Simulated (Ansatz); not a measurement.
# Rhodium, fcc under PBE: testing the Gaussian smearing, part 1 of 2

Aim: find which Gaussian smearing width is enough for energy and pressure. The geometry was relaxed under PBE beforehand and stays fixed; 7 values are run, from 0.01 to 1.0 eV. Wanted are the values from which on the energy stays within 10 and 1 meV/atom, and the pressure within 0.5 GPa, of the narrowest run. Within the series other settings stay, but some runs also write fields, which adds to their time. Spin polarisation is left out.

Computed with Ansatz 0.2.0 (DFT PBE, plane waves with PAW, scalar-relativistic, unless a step says otherwise).

## (1) The system as given

Symmetry: Fm-3m, No. 225, cubic system. Conventional cell: a = 3.832 Å, b = 3.832 Å, c = 3.832 Å, α = 90.00°, β = 90.00°, γ = 90.00°. Rh (site symmetry m-3m) is surrounded by 12 Rh at 2.71 Å.

Structure file:

```cif
data_structure
_symmetry_space_group_name_H-M 'P 1'
_symmetry_Int_Tables_number 1
_cell_length_a 2.7097
_cell_length_b 2.7097
_cell_length_c 2.7097
_cell_angle_alpha 60.000
_cell_angle_beta 60.000
_cell_angle_gamma 60.000
_cell_volume 14.07
loop_
_atom_site_label
_atom_site_type_symbol
_atom_site_fract_x
_atom_site_fract_y
_atom_site_fract_z
_atom_site_occupancy
Rh1 Rh 0.00000 0.00000 0.00000 1
```

## (2) Run at 0.01 eV

The run at 0.01 eV.

input.yaml

```yaml
crystal:
  lattice:
    - [0.0, 1.9160595532, 1.9160595532]
    - [1.9160595532, 0.0, 1.9160595532]
    - [1.9160595532, 1.9160595532, 0.0]
  atoms:
    - { symbol: Rh, position: [0.0, 0.0, 0.0] }
hamiltonian:
  xc: pbe
  pseudopotentials:
    kind: paw
    azcp:
      Rh: "pseudopotentials/Rh.paw.azcp"
basis:
  ecutwfc: 420
  fft_grid_basis: typed
kpoints:
  mp_grid: { grid: [14, 14, 14], shift: [0, 0, 0] }
magnetization:
  spin_polarized: false
scf:
  occupations: { method: gaussian, width: 0.01 }
  lower_state_search: "off"
output:
  stress: true
```

The run is started by

```bash
$ ansatz run input.yaml --threads 1 --pin off --max-ram 3584MiB --backend cpu --events-out ev --progress --plain --runs-dir out
```

Log:

```text
Engine: ansatz 0.2.0, x86_64-unknown-linux-gnu
Pseudopotentials: kind: paw
Pseudopotential: Rh, paw, valence charge 17, recommended cutoff 420 eV (normal), <dir>
Functional definition: PBE
  parameter kappa = 0.804
  parameter beta = 0.06672455060314922
  exchange = pbe_x(kappa = kappa, mu = beta*pi^2/3)
  correlation = pbe_c(beta = beta)
Crystal: 1 atoms, lattice volume = 14.069 Å³
Basis set: ecut = 420 eV, 283 PW (Γ)
Bands: 13, of which v1, the nominal top of the filled ones, is band 9 counted from 1 (8 counted from 0)
Symmetry: 48 space group operations
Space group: Fm-3m (ITA 225), of the structure as read, at distance tolerance 2.4e-5 Å
k-points: 104 of 2744
Non-local potential: Rh, projectors of the file, l = 0: 3, l = 1: 2, l = 2: 2, l = 3: 1
PAW form: soft (Blöchl's): semilocal exchange-correlation on the pseudo side does not see the compensation charge
PAW one-centre angular grid: Rh, 590 points (default); XC on 64 Gauss nodes
Initial density: superposition of atomic densities (neutral atoms: chi_scale 0, normalization atom), corrected by the library's trained network
Initial wavefunctions: pseudopotential atomic-orbital guess
Functional: x = pbe(κ = 0.804, μ = 0.2195149727645171), c = pbe(β = 0.06672455060314922)
SCF iter   1: F=—  HF=-6402.888720 eV  |F-HF|=—  |Δ(HF+E_count)|=         —  Δρ=3.41e-3  dr2=8.58e-4  ethr=1.77e-3  ⟨swp⟩=5.6  Hψ=7681  notcnv=0
preconditioner: auto → none  [insulator: Δε(μ)=0.014 eV  Ē_g=13.763 eV  σ=0.010 eV  W_gap=0.67  n_scr=0 (ndim 8)  ℏωp=29.7 eV  f_vac=0.000  D(μ)=1.03/eV (n_scr^D=14)  ε∞_Penn≈5.7]
SCF iter   2: F=—  HF=-6402.888793 eV  |F-HF|=—  |Δ(HF+E_count)|=   7.27e-5  Δρ=1.65e-3  dr2=1.16e-4  ethr=5.05e-6  ⟨swp⟩=2.1  Hψ=3074  notcnv=0  defer=64
SCF iter   3: F=—  HF=-6402.888785 eV  |F-HF|=—  |Δ(HF+E_count)|=   7.45e-6  Δρ=8.62e-4  dr2=1.94e-5  ethr=6.80e-7  ⟨swp⟩=2.6  Hψ=2068  notcnv=0  defer=64
SCF iter   4: F=—  HF=-6402.888798 eV  |F-HF|=—  |Δ(HF+E_count)|=   1.24e-5  Δρ=1.84e-4  dr2=9.54e-7  ethr=1.14e-7  ⟨swp⟩=2.4  Hψ=1984  notcnv=0  defer=64
iter 5 did not close the SCF: its close was put off for the readings that it lacked (scf_convergence_deferred on its scf_iter line)
SCF iter   5: F=-6402.888799 eV  HF=-6402.888799 eV  |F-HF|=1.26e-8  |Δ(HF+E_count)|=   1.03e-6  Δρ=2.21e-5  dr2=1.95e-8  ethr=5.61e-9  ⟨swp⟩=2.0  Hψ=1997  notcnv=0  defer=64
SCF iter   6: F=-6402.888799 eV  HF=-6402.888799 eV  |F-HF|=5.46e-12  |Δ(HF+E_count)|=   1.64e-8  Δρ=8.66e-7  dr2=3.25e-11  ethr=1.15e-10  ⟨swp⟩=2.0  Hψ=4260  notcnv=0
SCF 1 converged in 6 iterations: F = -6402.888799 eV  dr2 = 3.25e-11
SCF converged after 6 iterations
Free energy (F): -6402.888799 eV
Harris-Foulkes:  -6402.888799 eV  (|F-HF|=5.46e-12)
Internal energy: -6402.888753 eV  (E = F + TS)
E sigma→0 (E₀):  -6402.888776 eV
Entropy (-TS):   -0.000045 eV (-0.045 meV/atom)
Fermi energy:    21.707742 eV
--- Per-component energies (eV) ---
  E_band       = -94.616873
  E_kinetic    = 572.873091
  E_local      = -1591.872261  (includes V_loc(G=0)·N_el)
  E_nonlocal   = 354.631647
  E_hartree    = 559.605010
  E_xc         = -221.749492
  E_vxc        = -278.365064  (∫ρ·V_xc dr)
  E_paw        = -3586.907437  (= ΣΔE_a)
  E_vpaw       = -271.094986  (= ΣTr[D̂ρ^β])
  E_aug_tail   = 0.000839  (compensation charges beyond the density's cutoff)
  E_ewald      = -2489.470151
  E_smearing   = -0.000045  (= −TS)
  E_closure    = 0.000000  (closes the sum)
  Σ components = -6402.888799   (vs F -6402.888799, Δ=0.00e0)
--- Stress (GPa, compression-positive) ---
       -0.384928      -0.000000       0.000000
       -0.000000      -0.384928      -0.000000
        0.000000       0.000000      -0.384928
  P = ⅓ Tr σ = -0.3849 GPa (-3.849 kbar)
```

It took 1.9 s on 1 thread of Intel Xeon Platinum 8259CL at 2.50GHz (Skylake/Cascade Lake), shared host; peak memory 0.46 GiB.

## (3) Run at 0.03 eV

The run at 0.03 eV.

input.yaml, as its differences from that of step 2:

```diff
@@ -21,3 +21,3 @@
 scf:
-  occupations: { method: gaussian, width: 0.01 }
+  occupations: { method: gaussian, width: 0.03 }
   lower_state_search: "off"
```

The run is started by

```bash
$ ansatz run input.yaml --threads 1 --pin off --max-ram 3584MiB --backend cpu --events-out ev --progress --plain --runs-dir out
```

Log:

```text
[... 8 set-up lines as earlier in the session ...]
Crystal: 1 atoms, lattice volume = 14.069 Å³
Basis set: ecut = 420 eV, 283 PW (Γ)
Bands: 13, of which v1, the nominal top of the filled ones, is band 9 counted from 1 (8 counted from 0)
[... 2 set-up lines as earlier in the session ...]
k-points: 104 of 2744
[... 6 set-up lines as earlier in the session ...]
SCF iter   1: F=—  HF=-6402.889052 eV  |F-HF|=—  |Δ(HF+E_count)|=         —  Δρ=3.53e-3  dr2=8.89e-4  ethr=1.77e-3  ⟨swp⟩=5.4  Hψ=7634  notcnv=0
preconditioner: auto → none  [metal: Δε(μ)=0.014 eV  Ē_g=13.763 eV  σ=0.030 eV  W_gap=0.25  n_scr=0 (ndim 8)  ℏωp=29.7 eV  f_vac=0.000  D(μ)=1.30/eV (n_scr^D=14)]
SCF iter   2: F=—  HF=-6402.889024 eV  |F-HF|=—  |Δ(HF+E_count)|=   2.75e-5  Δρ=1.69e-3  dr2=1.24e-4  ethr=5.23e-6  ⟨swp⟩=2.2  Hψ=2930  notcnv=0  defer=7
SCF iter   3: F=—  HF=-6402.889014 eV  |F-HF|=—  |Δ(HF+E_count)|=   1.03e-5  Δρ=8.83e-4  dr2=2.08e-5  ethr=7.27e-7  ⟨swp⟩=2.6  Hψ=2019  notcnv=0  defer=7
SCF iter   4: F=—  HF=-6402.889026 eV  |F-HF|=—  |Δ(HF+E_count)|=   1.17e-5  Δρ=2.00e-4  dr2=1.14e-6  ethr=1.23e-7  ⟨swp⟩=2.2  Hψ=1791  notcnv=0  defer=7
iter 5 did not close the SCF: its close was put off for the readings that it lacked (scf_convergence_deferred on its scf_iter line)
SCF iter   5: F=-6402.889027 eV  HF=-6402.889027 eV  |F-HF|=1.64e-8  |Δ(HF+E_count)|=   1.17e-6  Δρ=2.39e-5  dr2=2.11e-8  ethr=6.69e-9  ⟨swp⟩=2.0  Hψ=2086  notcnv=0  defer=7
SCF iter   6: F=-6402.889027 eV  HF=-6402.889027 eV  |F-HF|=1.09e-11  |Δ(HF+E_count)|=   2.07e-8  Δρ=1.10e-6  dr2=4.85e-11  ethr=1.24e-10  ⟨swp⟩=2.0  Hψ=4375  notcnv=0
SCF 1 converged in 6 iterations: F = -6402.889027 eV  dr2 = 4.85e-11
SCF converged after 6 iterations
Free energy (F): -6402.889027 eV
Harris-Foulkes:  -6402.889027 eV  (|F-HF|=1.09e-11)
Internal energy: -6402.888434 eV  (E = F + TS)
E sigma→0 (E₀):  -6402.888730 eV
Entropy (-TS):   -0.000593 eV (-0.593 meV/atom)
Fermi energy:    21.711615 eV
--- Per-component energies (eV) ---
  E_band       = -94.618038
  E_kinetic    = 572.872106
  E_local      = -1591.869533  (includes V_loc(G=0)·N_el)
  E_nonlocal   = 354.631246
  E_hartree    = 559.603214
  E_xc         = -221.749296
  E_vxc        = -278.364832  (∫ρ·V_xc dr)
  E_paw        = -3586.906860  (= ΣΔE_a)
  E_vpaw       = -271.094101  (= ΣTr[D̂ρ^β])
  E_aug_tail   = 0.000839  (compensation charges beyond the density's cutoff)
  E_ewald      = -2489.470151
  E_smearing   = -0.000593  (= −TS)
  E_closure    = 0.000000  (closes the sum)
  Σ components = -6402.889027   (vs F -6402.889027, Δ=0.00e0)
--- Stress (GPa, compression-positive) ---
       -0.381280      -0.000000       0.000000
        0.000000      -0.381280      -0.000000
        0.000000      -0.000000      -0.381280
  P = ⅓ Tr σ = -0.3813 GPa (-3.813 kbar)
```

Run time: 1.6 s. Hardware: 1 thread of Intel Xeon Platinum 8259CL at 2.50GHz (Skylake/Cascade Lake), shared host; peak memory 0.47 GiB.

## (4) Run at 0.1 eV

The run at 0.1 eV.

input.yaml, as its differences from that of step 3:

```diff
@@ -21,3 +21,3 @@
 scf:
-  occupations: { method: gaussian, width: 0.03 }
+  occupations: { method: gaussian, width: 0.1 }
   lower_state_search: "off"
```

The run is started by

```bash
$ ansatz run input.yaml --threads 1 --pin off --max-ram 3584MiB --backend cpu --events-out ev --progress --plain --runs-dir out
```

Log:

```text
[... 8 set-up lines as earlier in the session ...]
Crystal: 1 atoms, lattice volume = 14.069 Å³
Basis set: ecut = 420 eV, 283 PW (Γ)
Bands: 13, of which v1, the nominal top of the filled ones, is band 9 counted from 1 (8 counted from 0)
[... 2 set-up lines as earlier in the session ...]
k-points: 104 of 2744
[... 6 set-up lines as earlier in the session ...]
SCF iter   1: F=—  HF=-6402.892355 eV  |F-HF|=—  |Δ(HF+E_count)|=         —  Δρ=3.20e-3  dr2=6.74e-4  ethr=1.77e-3  ⟨swp⟩=4.9  Hψ=7489  notcnv=0
preconditioner: auto → none  [metal: Δε(μ)=0.034 eV  Ē_g=13.778 eV  σ=0.100 eV  W_gap=0.19  n_scr=0 (ndim 8)  ℏωp=29.7 eV  f_vac=0.000  D(μ)=1.34/eV (n_scr^D=14)]
SCF iter   2: F=—  HF=-6402.892351 eV  |F-HF|=—  |Δ(HF+E_count)|=   4.65e-6  Δρ=1.59e-3  dr2=1.06e-4  ethr=3.96e-6  ⟨swp⟩=2.3  Hψ=2793  notcnv=0
SCF iter   3: F=—  HF=-6402.892347 eV  |F-HF|=—  |Δ(HF+E_count)|=   3.82e-6  Δρ=8.50e-4  dr2=1.79e-5  ethr=6.26e-7  ⟨swp⟩=2.5  Hψ=2033  notcnv=0
SCF iter   4: F=—  HF=-6402.892359 eV  |F-HF|=—  |Δ(HF+E_count)|=   1.22e-5  Δρ=1.92e-4  dr2=1.02e-6  ethr=1.06e-7  ⟨swp⟩=2.4  Hψ=2087  notcnv=0
iter 5 did not close the SCF: its close was put off for the readings that it lacked (scf_convergence_deferred on its scf_iter line)
SCF iter   5: F=-6402.892360 eV  HF=-6402.892360 eV  |F-HF|=1.28e-8  |Δ(HF+E_count)|=   1.13e-6  Δρ=2.28e-5  dr2=2.19e-8  ethr=6.00e-9  ⟨swp⟩=2.1  Hψ=2045  notcnv=0
SCF iter   6: F=-6402.892360 eV  HF=-6402.892360 eV  |F-HF|=1.91e-11  |Δ(HF+E_count)|=   1.77e-8  Δρ=1.11e-6  dr2=5.03e-11  ethr=1.29e-10  ⟨swp⟩=2.0  Hψ=4335  notcnv=0
SCF 1 converged in 6 iterations: F = -6402.892360 eV  dr2 = 5.03e-11
SCF converged after 6 iterations
Free energy (F): -6402.892360 eV
Harris-Foulkes:  -6402.892360 eV  (|F-HF|=1.91e-11)
Internal energy: -6402.885601 eV  (E = F + TS)
E sigma→0 (E₀):  -6402.888981 eV
Entropy (-TS):   -0.006759 eV (-6.759 meV/atom)
Fermi energy:    21.723516 eV
--- Per-component energies (eV) ---
  E_band       = -94.684158
  E_kinetic    = 572.842444
  E_local      = -1591.747680  (includes V_loc(G=0)·N_el)
  E_nonlocal   = 354.603934
  E_hartree    = 559.524932
  E_xc         = -221.747548
  E_vxc        = -278.362616  (∫ρ·V_xc dr)
  E_paw        = -3586.892372  (= ΣΔE_a)
  E_vpaw       = -271.070751  (= ΣTr[D̂ρ^β])
  E_aug_tail   = 0.000839  (compensation charges beyond the density's cutoff)
  E_ewald      = -2489.470151
  E_smearing   = -0.006759  (= −TS)
  E_closure    = 0.000000  (closes the sum)
  Σ components = -6402.892360   (vs F -6402.892360, Δ=0.00e0)
--- Stress (GPa, compression-positive) ---
       -0.364674      -0.000000       0.000000
       -0.000000      -0.364674       0.000000
        0.000000       0.000000      -0.364674
  P = ⅓ Tr σ = -0.3647 GPa (-3.647 kbar)
```

It took 1.9 s on 1 thread of Intel Xeon Platinum 8259CL at 2.50GHz (Skylake/Cascade Lake), shared host; peak memory 0.46 GiB.

## (5) Run at 0.2 eV

The run at 0.2 eV.

input.yaml, as its differences from that of step 4:

```diff
@@ -21,3 +21,3 @@
 scf:
-  occupations: { method: gaussian, width: 0.1 }
+  occupations: { method: gaussian, width: 0.2 }
   lower_state_search: "off"
@@ -25 +25,5 @@
   stress: true
+  write_density: true
+  write_potential: true
+  elf: true
+  volumetric_format: npy
```

The run is started by

```bash
$ ansatz run input.yaml --threads 1 --pin off --max-ram 3584MiB --backend cpu --events-out ev --progress --plain --runs-dir out
```

Log:

```text
[... 8 set-up lines as earlier in the session ...]
Crystal: 1 atoms, lattice volume = 14.069 Å³
Basis set: ecut = 420 eV, 283 PW (Γ)
Bands: 13, of which v1, the nominal top of the filled ones, is band 9 counted from 1 (8 counted from 0)
[... 2 set-up lines as earlier in the session ...]
k-points: 104 of 2744
[... 6 set-up lines as earlier in the session ...]
SCF iter   1: F=—  HF=-6402.901675 eV  |F-HF|=—  |Δ(HF+E_count)|=         —  Δρ=3.09e-3  dr2=5.95e-4  ethr=1.77e-3  ⟨swp⟩=4.6  Hψ=7198  notcnv=0
preconditioner: auto → none  [metal: Δε(μ)=0.034 eV  Ē_g=13.778 eV  σ=0.200 eV  W_gap=0.10  n_scr=0 (ndim 8)  ℏωp=29.7 eV  f_vac=0.000  D(μ)=1.27/eV (n_scr^D=14)]
SCF iter   2: F=—  HF=-6402.901753 eV  |F-HF|=—  |Δ(HF+E_count)|=   7.87e-5  Δρ=1.53e-3  dr2=9.28e-5  ethr=3.50e-6  ⟨swp⟩=2.3  Hψ=2809  notcnv=0
SCF iter   3: F=—  HF=-6402.901752 eV  |F-HF|=—  |Δ(HF+E_count)|=   1.27e-6  Δρ=8.30e-4  dr2=1.63e-5  ethr=5.46e-7  ⟨swp⟩=2.5  Hψ=2054  notcnv=0
SCF iter   4: F=—  HF=-6402.901767 eV  |F-HF|=—  |Δ(HF+E_count)|=   1.47e-5  Δρ=1.93e-4  dr2=9.85e-7  ethr=9.56e-8  ⟨swp⟩=2.3  Hψ=2054  notcnv=0
iter 5 did not close the SCF: its close was put off for the readings that it lacked (scf_convergence_deferred on its scf_iter line)
SCF iter   5: F=-6402.901768 eV  HF=-6402.901768 eV  |F-HF|=1.29e-8  |Δ(HF+E_count)|=   1.12e-6  Δρ=2.49e-5  dr2=2.67e-8  ethr=5.80e-9  ⟨swp⟩=2.1  Hψ=2155  notcnv=0
SCF iter   6: F=-6402.901768 eV  HF=-6402.901768 eV  |F-HF|=3.37e-11  |Δ(HF+E_count)|=   1.83e-8  Δρ=9.34e-7  dr2=2.42e-11  ethr=1.57e-10  ⟨swp⟩=5.1  Hψ=7105  notcnv=0
SCF 1 converged in 6 iterations: F = -6402.901768 eV  dr2 = 2.42e-11
SCF converged after 6 iterations
Free energy (F): -6402.901768 eV
Harris-Foulkes:  -6402.901768 eV  (|F-HF|=3.37e-11)
Internal energy: -6402.876429 eV  (E = F + TS)
E sigma→0 (E₀):  -6402.889099 eV
Entropy (-TS):   -0.025339 eV (-25.339 meV/atom)
Fermi energy:    21.739644 eV
--- Per-component energies (eV) ---
  E_band       = -94.693856
  E_kinetic    = 572.835839
  E_local      = -1591.713345  (includes V_loc(G=0)·N_el)
  E_nonlocal   = 354.603677
  E_hartree    = 559.502499
  E_xc         = -221.745971
  E_vxc        = -278.360539  (∫ρ·V_xc dr)
  E_paw        = -3586.889816  (= ΣΔE_a)
  E_vpaw       = -271.065324  (= ΣTr[D̂ρ^β])
  E_aug_tail   = 0.000839  (compensation charges beyond the density's cutoff)
  E_ewald      = -2489.470151
  E_smearing   = -0.025339  (= −TS)
  E_closure    = 0.000000  (closes the sum)
  Σ components = -6402.901768   (vs F -6402.901768, Δ=0.00e0)
--- Stress (GPa, compression-positive) ---
       -0.204650       0.000000      -0.000000
       -0.000000      -0.204650       0.000000
        0.000000       0.000000      -0.204650
  P = ⅓ Tr σ = -0.2047 GPa (-2.047 kbar)
--- Band table (eV; the first three rows and the last of 104) ---
  k-point 0: bands = ["-57.0589", "-24.5566", "-24.5566", "-24.5566", "13.9441", "18.7740", "18.7740", "18.7740", "20.7863", "20.7863", "37.5621", "42.7751", "42.7751"]
  k-point 1: bands = ["-57.0539", "-24.5912", "-24.5613", "-24.5613", "14.1444", "18.6885", "18.8510", "18.8510", "20.7450", "20.7450", "37.8394", "41.7624", "43.0607"]
  k-point 2: bands = ["-57.0397", "-24.6876", "-24.5745", "-24.5745", "14.7002", "18.5045", "19.0291", "19.0291", "20.6838", "20.6838", "38.5002", "39.8495", "43.8698"]
  k-point 103: bands = ["-56.9228", "-25.0460", "-24.9594", "-24.8126", "16.8096", "17.5350", "18.6785", "20.6993", "22.7001", "30.2196", "32.1072", "32.7968", "34.1936"]
```

It took 2 s on 1 thread of Intel Xeon Platinum 8259CL at 2.50GHz (Skylake/Cascade Lake), shared host; peak memory 0.46 GiB.

## (6) Run at 0.3 eV

The run at 0.3 eV.

input.yaml, as its differences from that of step 5:

```diff
@@ -21,3 +21,3 @@
 scf:
-  occupations: { method: gaussian, width: 0.2 }
+  occupations: { method: gaussian, width: 0.3 }
   lower_state_search: "off"
@@ -25,5 +25 @@
   stress: true
-  write_density: true
-  write_potential: true
-  elf: true
-  volumetric_format: npy
```

The run is started by

```bash
$ ansatz run input.yaml --threads 1 --pin off --max-ram 3584MiB --backend cpu --events-out ev --progress --plain --runs-dir out
```

Log:

```text
[... 8 set-up lines as earlier in the session ...]
Crystal: 1 atoms, lattice volume = 14.069 Å³
Basis set: ecut = 420 eV, 283 PW (Γ)
Bands: 13, of which v1, the nominal top of the filled ones, is band 9 counted from 1 (8 counted from 0)
[... 2 set-up lines as earlier in the session ...]
k-points: 104 of 2744
[... 6 set-up lines as earlier in the session ...]
SCF iter   1: F=—  HF=-6402.918371 eV  |F-HF|=—  |Δ(HF+E_count)|=         —  Δρ=3.20e-3  dr2=6.48e-4  ethr=1.77e-3  ⟨swp⟩=4.5  Hψ=6846  notcnv=0
preconditioner: auto → none  [metal: Δε(μ)=0.034 eV  Ē_g=13.778 eV  σ=0.300 eV  W_gap=0.06  n_scr=0 (ndim 8)  ℏωp=29.7 eV  f_vac=0.000  D(μ)=1.40/eV (n_scr^D=14)]
SCF iter   2: F=—  HF=-6402.918489 eV  |F-HF|=—  |Δ(HF+E_count)|=   1.18e-4  Δρ=1.57e-3  dr2=1.02e-4  ethr=3.81e-6  ⟨swp⟩=2.2  Hψ=2828  notcnv=0
SCF iter   3: F=—  HF=-6402.918486 eV  |F-HF|=—  |Δ(HF+E_count)|=   2.41e-6  Δρ=8.46e-4  dr2=1.73e-5  ethr=5.98e-7  ⟨swp⟩=2.6  Hψ=2083  notcnv=0
SCF iter   4: F=—  HF=-6402.918500 eV  |F-HF|=—  |Δ(HF+E_count)|=   1.32e-5  Δρ=1.87e-4  dr2=9.41e-7  ethr=1.02e-7  ⟨swp⟩=2.3  Hψ=2071  notcnv=0
iter 5 did not close the SCF: its close was put off for the readings that it lacked (scf_convergence_deferred on its scf_iter line)
SCF iter   5: F=-6402.918501 eV  HF=-6402.918501 eV  |F-HF|=1.32e-8  |Δ(HF+E_count)|=   1.08e-6  Δρ=2.33e-5  dr2=2.26e-8  ethr=5.54e-9  ⟨swp⟩=2.1  Hψ=2149  notcnv=0
SCF iter   6: F=-6402.918501 eV  HF=-6402.918501 eV  |F-HF|=2.36e-11  |Δ(HF+E_count)|=   1.81e-8  Δρ=1.01e-6  dr2=3.96e-11  ethr=1.33e-10  ⟨swp⟩=2.0  Hψ=4394  notcnv=0
SCF 1 converged in 6 iterations: F = -6402.918501 eV  dr2 = 3.96e-11
SCF converged after 6 iterations
Free energy (F): -6402.918501 eV
Harris-Foulkes:  -6402.918501 eV  (|F-HF|=2.36e-11)
Internal energy: -6402.855767 eV  (E = F + TS)
E sigma→0 (E₀):  -6402.887134 eV
Entropy (-TS):   -0.062733 eV (-62.733 meV/atom)
Fermi energy:    21.739797 eV
--- Per-component energies (eV) ---
  E_band       = -94.659068
  E_kinetic    = 572.844749
  E_local      = -1591.735757  (includes V_loc(G=0)·N_el)
  E_nonlocal   = 354.627527
  E_hartree    = 559.515994
  E_xc         = -221.743351
  E_vxc        = -278.357068  (∫ρ·V_xc dr)
  E_paw        = -3586.895618  (= ΣΔE_a)
  E_vpaw       = -271.071218  (= ΣTr[D̂ρ^β])
  E_aug_tail   = 0.000839  (compensation charges beyond the density's cutoff)
  E_ewald      = -2489.470151
  E_smearing   = -0.062733  (= −TS)
  E_closure    = -0.000000  (closes the sum)
  Σ components = -6402.918501   (vs F -6402.918501, Δ=0.00e0)
--- Stress (GPa, compression-positive) ---
        0.185819       0.000000       0.000000
        0.000000       0.185819      -0.000000
       -0.000000       0.000000       0.185819
  P = ⅓ Tr σ = 0.1858 GPa (1.858 kbar)
```

Run time: 1.6 s. Hardware: 1 thread of Intel Xeon Platinum 8259CL at 2.50GHz (Skylake/Cascade Lake), shared host; peak memory 0.46 GiB.

(Continued in part 2 of 2.)
